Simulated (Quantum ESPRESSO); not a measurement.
The system is Al.

```
CELL_PARAMETERS angstrom
2.81246 0.00000 0.00000
-1.40623 2.43566 0.00000
0.00000 0.00000 4.86685
ATOMIC_POSITIONS crystal
Al 0.33333 0.66667 0.25000
Al 0.66667 0.33333 0.75000
```

This isn't the form of Al at room conditions, which is fcc.

- Program: Quantum ESPRESSO 7.5
- Task: phonons
- Functional: PBE
- Potentials or basis: Ansatz NC SR PBE
- Cutoff: 544 eV
- Density cutoff: 2177 eV
- k mesh: 11 × 11 × 6
- Occupations: cold, width 0.2 eV
- Spin: no spin polarisation
- Mixing beta: 0.5
- Most SCF iterations: 120
- SCF threshold: 4e-10 Ry

Problem. Where do the zone-centre optical modes lie?

Solution. E2g at 126 cm⁻¹ (Raman); B1g at 258 cm⁻¹ (silent).

Optical modes at Γ, degenerate ones joined:
```
cm⁻¹  components  symmetry  active in
 126           2       E2g      Raman
 258           1       B1g     silent
```

Caveat: the mesh is thin for the phonons of a metal.
